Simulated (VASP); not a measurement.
**Mg2Ge: band structure with PBE**

Crystal: Mg2Ge.

```
Ge Mg
1.0
     0.00000    3.18900    3.18900
     3.18900    0.00000    3.18900
     3.18900    3.18900    0.00000
Ge Mg
1 2
Cartesian
  0.0000 0.0000 0.0000
  4.7835 4.7835 4.7835
  1.5945 1.5945 1.5945
```

* Program: VASP 6.6.1
* Task: band structure
* Functional: PBE
* Potentials or basis: VASP PAW PBE potentials, release 64 (Ge, Mg)
* Cutoff: 250 eV
* k mesh: 4 × 4 × 4
* Occupations: gaussian, width 0.02 eV
* Spin: no spin polarisation
* Further INCAR settings: ALGO = Normal; EDIFF = 1e-06

```yaml
Band_gap_on_the_k_mesh: 0.09 eV, indirect (least direct gap 1.06 eV)
Band_gap_along_the_path: 0.09 eV, indirect (least direct gap 1.06 eV)
```

Levels at the corners of the path, in eV from the valence-band top:
| point | band 1 | band 2 | band 3 | band 4 | band 5 | band 6 | band 7 | band 8 |
| --- | --- | --- | --- | --- | --- | --- | --- | --- |
| Γ | -9.76 | 0.00 | 0.00 | 0.00 | 1.06 | 2.77 | 2.77 | 2.77 |
| X | -8.03 | -4.58 | -2.04 | -2.04 | 0.09 | 0.49 | 7.89 | 7.89 |
| X | -8.03 | -4.58 | -2.04 | -2.04 | 0.09 | 0.49 | 7.89 | 7.89 |
| W | -7.99 | -3.72 | -3.72 | -2.75 | 2.75 | 3.69 | 3.74 | 3.74 |
| W | -7.99 | -3.72 | -3.72 | -2.75 | 2.75 | 3.69 | 3.74 | 3.74 |
| K | -8.05 | -4.14 | -3.56 | -1.71 | 0.66 | 3.09 | 6.03 | 6.06 |
| K | -8.05 | -4.14 | -3.56 | -1.71 | 0.66 | 3.09 | 6.03 | 6.06 |
| Γ | -9.76 | 0.00 | 0.00 | 0.00 | 1.06 | 2.77 | 2.77 | 2.77 |
| Γ | -9.76 | 0.00 | 0.00 | 0.00 | 1.06 | 2.77 | 2.77 | 2.77 |
| L | -8.50 | -4.90 | -0.75 | -0.75 | 0.98 | 2.70 | 2.70 | 4.79 |
| L | -8.50 | -4.90 | -0.75 | -0.75 | 0.98 | 2.70 | 2.70 | 4.79 |
| U | -8.05 | -4.14 | -3.56 | -1.71 | 0.66 | 3.09 | 6.03 | 6.06 |
| U | -8.05 | -4.14 | -3.56 | -1.71 | 0.66 | 3.09 | 6.03 | 6.06 |
| W | -7.99 | -3.72 | -3.72 | -2.75 | 2.75 | 3.69 | 3.74 | 3.74 |
| W | -7.99 | -3.72 | -3.72 | -2.75 | 2.75 | 3.69 | 3.74 | 3.74 |
| L | -8.50 | -4.90 | -0.75 | -0.75 | 0.98 | 2.70 | 2.70 | 4.79 |
| L | -8.50 | -4.90 | -0.75 | -0.75 | 0.98 | 2.70 | 2.70 | 4.79 |
| K | -8.05 | -4.14 | -3.56 | -1.71 | 0.66 | 3.09 | 6.03 | 6.06 |
| U | -8.05 | -4.14 | -3.56 | -1.71 | 0.66 | 3.09 | 6.03 | 6.06 |
| X | -8.03 | -4.58 | -2.04 | -2.04 | 0.09 | 0.49 | 7.89 | 7.89 |

Run time: 7 s on 1 thread of Intel(R) Xeon(R) 6975P-C (Granite Rapids), on a shared host, peak memory 0.15 GiB.

Caveat: the k mesh is coarse (spacing up to 0.43 Å⁻¹), so the values aren't converged; the log is that of the step along the path at fixed density, whose energy, stress, charges and moments have no meaning. Expect the measured gap to be larger: semilocal functionals such as PBE lack the derivative discontinuity.
